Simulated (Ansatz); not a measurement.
Runs of Ansatz 0.2.0 on MnS. The structure is cubic, space group F-43m (No. 216). Conventional cell: a = 4.947 Å, b = 4.947 Å, c = 4.947 Å, α = 90.00°, β = 90.00°, γ = 90.00°. Mn (site symmetry -43m) is surrounded by 4 S at 2.14 Å. Around S (site symmetry -43m) lie 4 Mn at 2.14 Å. The cell is a database's computed one.

```csv
task,level,cell,cutoff (eV),smearing,gap on the mesh (eV),pressure (GPa),moment (μB)
single point,PBE,as given,344,gaussian 0.028 eV,none,2.9,0.23
single point,PBE,as given,344,gaussian 0.016 eV,none,2.9,0.22
single point,PBE,as given,344,gaussian 0.015 eV,none,2.9,0.22
single point,PBE,as given,344,gaussian 0.026 eV,none,2.9,0.23
single point,PBE,as given,344,gaussian 0.019 eV,none,2.9,0.22
relaxation of cell and atoms,RPBE+D4,relaxed,-,fermi-dirac 0.05 eV,-,0.0,0.19
band structure,LDA,as given,344,fermi-dirac 0.05 eV,-,(a),0.14
single point,PBE,as given,344,gaussian 0.024 eV,none,2.9,0.23
```

Alike in all rows: potentials or basis all-electron LAPW, scalar-relativistic; spin collinear, ferromagnetic start; k mesh 9 × 9 × 9; basis error allowed 0.001 eV/atom.

Estimate the missing entries.

(a) -6.9.

Caveats: the moment fell far below its start of 4 μB, so a state of higher moment may lie lower in energy; the starting moments weren't kept; semilocal functionals often make such compounds metallic where correlation or magnetic order opens a gap, which also shifts bond lengths (some runs).

A gap of «none» marks a metal or a gap under the smearing width.
